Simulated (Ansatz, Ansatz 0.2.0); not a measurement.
# Bulk modulus of Ti₂GeC: four functionals fall 15 to 35 % below a compression fit

## Reference data

The measured bulk modulus of Ti₂GeC is taken from a printed reference work on elastic and structural properties of MAX phases. The sample was prepared by hot-pressing and compressed up to 49.47 GPa. What was observed is the change of the lattice parameters with pressure; the bulk modulus of 211 GPa follows from a Birch-Murnaghan fit to them. It is therefore a fitted quantity, and it depends on the pressure range and on the pressure derivative, which is not given with the value. A stiffer modulus can be traded against a smaller derivative in such a fit. The temperature is not given either. Hot-pressed material of this family commonly contains some titanium carbide or germanide as a minor phase. The single-crystal elastic constants, the shear modulus and the Debye temperature are not compared here.

| compared with | measured | source's wording or label | method |
| --- | --- | --- | --- |
| B (Reuss) (GPa) | 211 | from fit to measured compression up to 49.47 GPa | Birch-Murnaghan fit of measured lattice parameters |

Conditions are those given with the value in the passage it was taken from; "not stated" means there, and the paper may say more elsewhere. The values are a selection: others may have been left out beforehand as unlike or outlying.

## Method

The aim is the cheapest level of theory that gives the bulk modulus of Ti₂GeC within 5 % of the measured 211 GPa, that is, within about 11 GPa. This is a choice of the study: it is narrow enough to tell a functional that binds too weakly from one that binds well, and wide enough to leave room for the difference between a static crystal and a real one.

The model is the ordered, nonmagnetic hexagonal crystal with 8 atoms in the cell. I relax it, strain it by small amounts, let the ions relax under each strain and read the elastic tensor from the stresses. The Reuss bound of that tensor is the response to hydrostatic pressure and so the right partner for a compression experiment. The calculation describes a static lattice at 0 K; thermal and zero-point motion would usually lower the modulus, roughly by a few per cent at room temperature.

I begin with a semilocal functional on a coarse k mesh, then refine the mesh, since a metal's stresses can be sensitive to it, and only then change the functional if the modulus calls for it.

Plain PBE isn't shown in this study.

System: Ti2GeC (titanium germanium carbide), layered hexagonal MAX phase; P6_3/mmc (No. 194), 8 atoms in the primitive cell; the database structure is a structure relaxed by earlier theory (a GGA or r2SCAN, not named), not a measurement: a = 3.087 Å, c = 12.916 Å; structure from the Materials Project.

On the selection of runs and values: Further runs on this system are not shown.

## 1. PBEsol on a coarse mesh

PBEsol is an inexpensive functional made for the lattice parameters of solids, and a bulk modulus follows the volume closely. I start with a 9×9×2 mesh and the default cutoff to get a first value at little cost. I expect a modulus somewhat below the measured one, because moduli from anvil compression of MAX phases often lie above calculated ones.

**Run 1.** Ansatz 0.2.0: PBEsol, cell and atoms relaxed in a first step at this level from the database structure (its input isn't shown), PAW set soft_2, cutoff 420 eV (default), 9x9x2 k mesh, Methfessel-Paxton smearing 0.25 eV; elastic constants by two-point finite strains with relaxed ions, amplitude 0.01.

Key lines of the input:
```
crystal:
  # lattice and atoms
kpoints:
  mp_grid: { grid: [9, 9, 2] }
hamiltonian:
  xc: pbesol
scf:
  occupations: { method: methfessel_paxton, width: 0.25 }
output:
  forces: true
  stress: true
elastic:
  mode: relaxed_ion
  stencil: two_point
  amplitude: 0.01
```

Command:
```
ansatz run input.yaml --threads 8 --pin off --max-ram 16384MiB --backend cpu --events-out ev --progress --plain --runs-dir out
```

Selected lines of the output:
```
  C = ∂σ_k/∂η_j (tension-positive GPa; Voigt order 11 22 33 23 13 12):
       102.656    102.656    302.245      0.000      0.000      0.000
  moduli (Voigt/Reuss/Hill, GPa): K = 166.75/166.70/166.73   G = 114.75/113.18/113.96   E = 278.45   ν = 0.222
```

Converged; 98 s on 8 cores of Intel Xeon at 2.70GHz, shared host.

| quantity | run 1 | measured | deviation |
| --- | --- | --- | --- |
| B (Reuss) (GPa) | 166.7 | 211 | −44.3 (−21.0 %) |
| conventional cell volume (Å³) | 104.07 |  |  |
| pressure (GPa) | −0.016081 |  |  |
| G (Hill) (GPa) | 114.0 |  |  |
| C11 (GPa) | 304.0 |  |  |
| C12 (GPa) | 89.7 |  |  |
| C33 (GPa) | 302.2 |  |  |

The bulk modulus comes out at 166.7 GPa, 21 % below the measured value and far outside the target. I had expected a value on the low side, but not a gap of this size. The choice of average has no part in it: the Voigt and Reuss bounds differ by less than 0.1 GPa, as the crystal is almost equally stiff along the layers and across them. The relaxed cell is practically free of pressure, so a residual strain isn't the reason either. The mesh is still an open question.

## 2. Two denser k meshes

Before I blame the functional I refine the mesh, with everything else kept. Two steps, 21×21×4 and 24×24×6, show both how far the coarse mesh was off and whether the modulus has settled. I expect individual constants to move by some GPa and the bulk modulus by less, which would leave most of the gap in place.

**Run 2.** Ansatz 0.2.0: PBEsol, cell and atoms relaxed in a first step at this level from the database structure (its input isn't shown), PAW set soft_2, cutoff 420 eV (default), 21x21x4 k mesh, Methfessel-Paxton smearing 0.25 eV; elastic constants by two-point finite strains with relaxed ions, amplitude 0.01.

Key lines of the input, as changed from run 1:
```diff
  kpoints:
-   mp_grid: { grid: [9, 9, 2] }
+   mp_grid: { grid: [21, 21, 4] }
```

Selected lines of the output:
```
  C = ∂σ_k/∂η_j (tension-positive GPa; Voigt order 11 22 33 23 13 12):
       312.090     82.328    103.586     -0.000     -0.000     -0.000
         0.000     -0.000      0.000     -0.000     -0.000    114.881
  moduli (Voigt/Reuss/Hill, GPa): K = 168.62/168.42/168.52   G = 119.74/118.40/119.07   E = 289.11   ν = 0.214
```

Converged; 9.6 min of wall time.

**Run 3.** Ansatz 0.2.0: PBEsol, cell and atoms relaxed in a first step at this level from the database structure (its input isn't shown), PAW set soft_2, cutoff 420 eV (default), 24x24x6 k mesh, Methfessel-Paxton smearing 0.25 eV; elastic constants by two-point finite strains with relaxed ions, amplitude 0.01.

Key lines of the input, as changed from run 1:
```diff
  kpoints:
-   mp_grid: { grid: [9, 9, 2] }
+   mp_grid: { grid: [24, 24, 6] }
```

Selected lines of the output:
```
  C = ∂σ_k/∂η_j (tension-positive GPa; Voigt order 11 22 33 23 13 12):
       309.781     85.195    103.458     -0.000      0.000     -0.000
        -0.000     -0.000      0.000      0.000      0.000    112.293
  moduli (Voigt/Reuss/Hill, GPa): K = 168.45/168.29/168.37   G = 118.67/117.21/117.94   E = 286.84   ν = 0.216
```

Converged; 18 min of wall time.

| quantity | run 2 | run 3 | measured |
| --- | --- | --- | --- |
| B (Reuss) (GPa) | 168.4 | 168.3 | 211 |
| conventional cell volume (Å³) | 104.01 | 104.01 |  |
| pressure (GPa) | −0.000443 | −0.000400 |  |
| G (Hill) (GPa) | 119.1 | 117.9 |  |
| C11 (GPa) | 312.1 | 309.8 |  |
| C12 (GPa) | 82.3 | 85.2 |  |
| C33 (GPa) | 314.5 | 312.5 |  |

The bulk modulus rises by 1.7 GPa from the coarse mesh to 21×21×4 and then changes by only 0.1 GPa, so k-point sampling doesn't explain a gap of more than 40 GPa. The single constants are less settled: between the two denser meshes C11 falls by 2.3 GPa while C12 rises by 2.9 GPa. These shifts nearly cancel in the sum C11 + C12, which is what enters the bulk modulus, whereas the shear constant C66 depends on the difference and feels them. For the quantity compared here the 21×21×4 mesh is sufficient with PBEsol.

## 3. Cutoff, smearing and strain amplitude

Three other settings could still distort the stresses: the plane-wave cutoff, the smearing width and the size of the strain. I test them before turning to other functionals, since a miss this large should not be put down to PBEsol while they are open. One run raises the cutoff to 550 eV, on a 15×15×4 mesh; the other two keep the 21×21×4 mesh and either narrow the smearing to 0.1 eV or halve the strain amplitude. I expect shifts of a few GPa at most.

**Run 4.** Ansatz 0.2.0: PBEsol, cell and atoms relaxed in a first step at this level from the database structure (its input isn't shown), PAW set soft_2, cutoff 550 eV, 15x15x4 k mesh, Methfessel-Paxton smearing 0.25 eV; elastic constants by two-point finite strains with relaxed ions, amplitude 0.01.

Key lines of the input, as changed from run 1:
```diff
  kpoints:
-   mp_grid: { grid: [9, 9, 2] }
+   mp_grid: { grid: [15, 15, 4] }
+ basis:
+   ecutwfc: 550.0
```

Selected lines of the output:
```
  moduli (Voigt/Reuss/Hill, GPa): K = 168.49/168.34/168.42   G = 116.90/115.18/116.04   E = 283.10   ν = 0.220
```

Converged; 7.8 min of wall time.

**Run 5.** Ansatz 0.2.0: PBEsol, cell and atoms relaxed in a first step at this level from the database structure (its input isn't shown), PAW set soft_2, cutoff 420 eV (default), 21x21x4 k mesh, Methfessel-Paxton smearing 0.1 eV; elastic constants by two-point finite strains with relaxed ions, amplitude 0.01.

Key lines of the input, as changed from run 2:
```diff
  scf:
-   occupations: { method: methfessel_paxton, width: 0.25 }
+   occupations: { method: methfessel_paxton, width: 0.1 }
```

Selected lines of the output:
```
  C = ∂σ_k/∂η_j (tension-positive GPa; Voigt order 11 22 33 23 13 12):
       302.019     81.343    110.766     -0.000      0.000      0.000
  moduli (Voigt/Reuss/Hill, GPa): K = 168.18/167.78/167.98   G = 114.53/112.53/113.53   E = 277.97   ν = 0.224
```

Converged; 9.8 min of wall time.

**Run 6.** Ansatz 0.2.0: PBEsol, cell and atoms relaxed in a first step at this level from the database structure (its input isn't shown), PAW set soft_2, cutoff 420 eV (default), 21x21x4 k mesh, Methfessel-Paxton smearing 0.25 eV; strain amplitude 0.005; elastic constants by two-point finite strains with relaxed ions.

Key lines of the input, as changed from run 2:
```diff
  elastic:
-   amplitude: 0.01
+   amplitude: 0.005
```

Selected lines of the output:
```
  moduli (Voigt/Reuss/Hill, GPa): K = 168.55/168.35/168.45   G = 119.78/118.43/119.10   E = 289.16   ν = 0.214
```

Converged; 11 min of wall time.

| quantity | run 4 | run 5 | run 6 | measured |
| --- | --- | --- | --- | --- |
| B (Reuss) (GPa) | 168.3 | 167.8 | 168.3 | 211 |
| conventional cell volume (Å³) | 104.01 | 103.99 | 104.01 |  |
| pressure (GPa) | −0.008580 | −0.000403 | −0.000443 |  |
| G (Hill) (GPa) | 116.0 | 113.5 | 119.1 |  |
| C11 (GPa) | 305.9 | 302.0 | 312.0 |  |
| C12 (GPa) | 88.2 | 81.3 | 82.2 |  |
| C33 (GPa) | 309.8 | 304.4 | 314.5 |  |

None of the three settings moves the bulk modulus by more than 0.7 GPa from the 168.4 GPa of the 21×21×4 run. Halving the strain changes it by less than 0.1 GPa. The run at 550 eV gives 168.3 GPa; its mesh differs too, so the shift isn't the cutoff's alone, but nothing in it points to a basis error of the size of the gap.

The narrower smearing matters more than I expected for the single constants: C11 and C33 each drop by 10 GPa and C13 rises by 7 GPa. Whether this is the smearing itself or a mesh too coarse for the narrower width is not shown in this report. These changes nearly cancel under hydrostatic load, and the bulk modulus falls by only 0.6 GPa. I would therefore trust the PBEsol bulk modulus to about a GPa as far as these settings go, but not C11, C33 or C13 to better than about ten. The gap to experiment remains at some 43 GPa.

## 4. LDA and r2SCAN

Since mesh, cutoff, smearing and strain amplitude move the PBEsol modulus far too little to account for the gap, I change the functional. LDA costs about as much per step as PBEsol and usually binds too strongly, so it should give a smaller cell and a stiffer crystal. r2SCAN is a meta-GGA, dearer and often somewhat stiffer than a GGA. I expect both to raise the modulus, LDA by perhaps 10 to 20 GPa, which would still fall short of the target.

**Run 7.** Ansatz 0.2.0: LDA, cell and atoms relaxed in a first step at this level from the database structure (its input isn't shown), PAW set soft_2, cutoff 420 eV (default), 21x21x4 k mesh, Methfessel-Paxton smearing 0.25 eV; elastic constants by two-point finite strains with relaxed ions, amplitude 0.01.

Key lines of the input, as changed from run 2:
```diff
  hamiltonian:
-   xc: pbesol
+   xc: lda
```

Selected lines of the output:
```
  moduli (Voigt/Reuss/Hill, GPa): K = 178.85/178.60/178.72   G = 124.94/123.28/124.11   E = 302.35   ν = 0.218
```

Converged; 8.9 min of wall time.

**Run 8.** Ansatz 0.2.0: r2SCAN, cell and atoms relaxed in a first step at this level from the database structure (its input isn't shown), PAW set soft_2, cutoff 500 eV (default), 15x15x4 k mesh, Methfessel-Paxton smearing 0.25 eV; elastic constants by two-point finite strains with relaxed ions, amplitude 0.01.

Key lines of the input, as changed from run 4:
```diff
  hamiltonian:
-   xc: pbesol
+   xc: r2scan
- basis:
-   ecutwfc: 550.0
```

Command:
```
ansatz run input.yaml --threads 4 --pin off --max-ram 16384MiB --backend cpu --events-out ev --progress --plain --runs-dir out
```

Selected lines of the output:
```
  moduli (Voigt/Reuss/Hill, GPa): K = 166.47/166.23/166.35   G = 116.06/115.00/115.53   E = 281.44   ν = 0.218
```

Converged; 17 min on 4 cores of Intel Xeon Platinum 8375C at 2.90GHz (Ice Lake), shared host.

| quantity | run 7 | run 8 | measured |
| --- | --- | --- | --- |
| B (Reuss) (GPa) | 178.6 | 166.2 | 211 |
| conventional cell volume (Å³) | 101.42 | 106.35 |  |
| pressure (GPa) | −0.000403 | −0.003635 |  |
| G (Hill) (GPa) | 124.1 | 115.5 |  |
| C11 (GPa) | 326.9 | 304.7 |  |
| C12 (GPa) | 88.8 | 85.4 |  |
| C33 (GPa) | 330.1 | 314.6 |  |

LDA raises the bulk modulus to 178.6 GPa, 10 GPa above PBEsol and at the lower end of what I expected. It still lies 15 % below the measured value. With r2SCAN I expected a stiffer crystal than with PBEsol and got a slightly softer one, at 166.2 GPa, 21 % below experiment. The order follows the cell volume: LDA has the smallest cell and the highest modulus, r2SCAN the largest cell and the lowest modulus.

All three functionals miss on the same side, and they differ among themselves by 12 GPa, much less than the 32 GPa that separate even LDA from the measurement. LDA usually makes such crystals too stiff, so a true modulus this far above it would be unusual. That makes the fitted 211 GPa itself open to question.

## Comparison with experiment

| run | settings | B (Reuss) (GPa) | deviation | cost |
| --- | --- | --- | --- | --- |
| 1 | PBEsol, cutoff 420 eV (default), 9x9x2 k mesh, Methfessel-Paxton smearing 0.25 eV, amplitude 0.01 | 166.7 | −44.3 (−21.0 %) | 13 core-min |
| 2 | PBEsol, cutoff 420 eV (default), 21x21x4 k mesh, Methfessel-Paxton smearing 0.25 eV, amplitude 0.01 | 168.4 | −42.6 (−20.2 %) | 77 core-min |
| 3 | PBEsol, cutoff 420 eV (default), 24x24x6 k mesh, Methfessel-Paxton smearing 0.25 eV, amplitude 0.01 | 168.3 | −42.7 (−20.2 %) | 2.3 core-h |
| 4 | PBEsol, cutoff 550 eV, 15x15x4 k mesh, Methfessel-Paxton smearing 0.25 eV, amplitude 0.01 | 168.3 | −42.7 (−20.2 %) | 62 core-min |
| 5 | PBEsol, cutoff 420 eV (default), 21x21x4 k mesh, Methfessel-Paxton smearing 0.1 eV, amplitude 0.01 | 167.8 | −43.2 (−20.5 %) | 78 core-min |
| 6 | PBEsol, cutoff 420 eV (default), 21x21x4 k mesh, Methfessel-Paxton smearing 0.25 eV, strain amplitude 0.005 | 168.3 | −42.7 (−20.2 %) | 85 core-min |
| 7 | LDA, cutoff 420 eV (default), 21x21x4 k mesh, Methfessel-Paxton smearing 0.25 eV, amplitude 0.01 | 178.6 | −32.4 (−15.4 %) | 71 core-min |
| 8 | r2SCAN, cutoff 500 eV (default), 15x15x4 k mesh, Methfessel-Paxton smearing 0.25 eV, amplitude 0.01 | 166.2 | −44.8 (−21.2 %) | 68 core-min |
|  | measured | 211 |  |  |

Further runs on the same system, made beside this series (convergence steps with loose settings among them):

| further | settings | B (Reuss) (GPa) | deviation | cost | status |
| --- | --- | --- | --- | --- | --- |
| F1 | BLYP, cutoff 420 eV (default), 15x15x4 k mesh, Methfessel-Paxton smearing 0.25 eV, amplitude 0.01 | 137.2 | −73.8 (−35.0 %) | 60 core-min |  |
| F2 | PBEsol, cutoff 420 eV (default), 15x15x4 k mesh, Methfessel-Paxton smearing 0.25 eV, amplitude 0.01 | 168.4 | −42.6 (−20.2 %) | 42 core-min |  |
| F3 | PBEsol, atoms relaxed in a first step at this level (its input isn't shown) in the database cell, cutoff 420 eV (default), 21x21x4 k mesh, Methfessel-Paxton smearing 0.25 eV, amplitude 0.01 | 151.1 | −59.9 (−28.4 %) | 1.6 core-h | warnings: another step: stress_scf_threshold_loose |
|  | measured | 211 |  |  |  |

## Discussion

No level shown here meets the 5 % target. PBEsol on the 21×21×4 mesh gives a bulk modulus of 168.4 GPa for 77 core-minutes, 20 % below the measured 211 GPa. LDA comes nearest and still misses by 15 %; r2SCAN misses by 21 % and BLYP by 35 %.

The numerical settings tested don't explain the gap. On one and the same mesh, raising the cutoff from 420 to 550 eV changes the PBEsol modulus by only 0.1 GPa, and mesh, smearing and strain amplitude matter little once the coarsest mesh is left behind. Even that mesh, at 13 core-minutes, was within 2 GPa, so most of the refinement bought certainty and no accuracy. The single constants are less settled, C11, C33 and C13 above all, which shift by 7 to 10 GPa with the smearing. These checks were made with PBEsol; the same checks for the other functionals are not shown in this report. Runs 1 to 8 share one PAW set; a check of the potentials is not shown either.

The cell matters far more. PBEsol in the larger database cell gives 151.1 GPa, 17 GPa less than in its own relaxed cell; the cell is larger than PBEsol prefers, so the crystal should be under tension there (its pressure is not shown in this report), and that run carries a warning on a loose stress threshold in another step. r2SCAN relaxes to nearly the database volume and yet reaches 166.2 GPa, which suggests that at about equal volume it is the stiffer of the two functionals; this rests on that one warned run, and mesh and cutoff differ between the two.

Thermal and zero-point motion would usually soften the crystal by a few per cent and so widen the miss. Since LDA, which tends to overbind, also falls well short, the fitted value is open to doubt as well. Too low a pressure derivative in the fit or non-hydrostatic stress in the sample could raise it, but both remain conjecture. A calculated compression curve over the experimental pressure range, compared with the measured lattice parameters themselves, would be the more direct test.

[Logs are printed without paths, hosts, clocks, repeated set-up lines and the standing remarks that a program may print on its own settings, such as how far it seeks lower states.]

[The runs shown are a pick from a larger set of finished runs; failed, doubtful and other runs were left out of it ahead of writing. So were measured values far from every level or from commonly accepted values, and agreement can look better than it is. Lines of input and output are excerpts and may be shortened.]
